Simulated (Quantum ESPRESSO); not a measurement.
**Cu under changes of volume**

One of the cells (11.810 Å³/atom); the others are scaled copies at fixed shape and fractional positions:

```
CELL_PARAMETERS angstrom
0.00000 1.80750 1.80750
1.80750 0.00000 1.80750
1.80750 1.80750 0.00000
ATOMIC_POSITIONS crystal
Cu 0.00000 0.00000 0.00000
```

- Program: Quantum ESPRESSO 7.5
- Functional: r2SCAN
- Dispersion: rVV10
- Potentials or basis: SG15 PBE 1.2
- Cutoff: 1197 eV
- Density cutoff: 4789 eV
- k mesh: 10 × 10 × 10
- Occupations: fermi-dirac, width 0.05 eV
- Spin: no spin polarisation

```csv
volume (Å³/atom),energy over the lowest point (meV/atom),pressure (GPa)
11.102,?,?
11.338,0.00,0.9
11.574,0.84,-2.4
11.810,6.16,-5.2
12.047,15.39,-7.7
12.283,28.10,-9.9
12.519,43.87,-11.8
```

Task: What does the run at 11.102 Å³/atom give?

Result: Energy over the lowest point 4.19 meV/atom; pressure 4.5 GPa.

Worked out: A Birch-Murnaghan fit of order 3 (a polynomial in V^(-2/3)) to the other rows has its minimum at 11.41 Å³/atom with B0 = V·E''(V) = 158 GPa and B' = 4.9. It gives 4.15 meV/atom at 11.102 Å³/atom, against the run's 4.19, and -dE/dV = 4.7 GPa, against 4.5.

Energies are extrapolated to zero smearing.

Caveats: the potentials were made for another functional, which shifts forces and pressure; rVV10's parameter b was fitted to another functional.
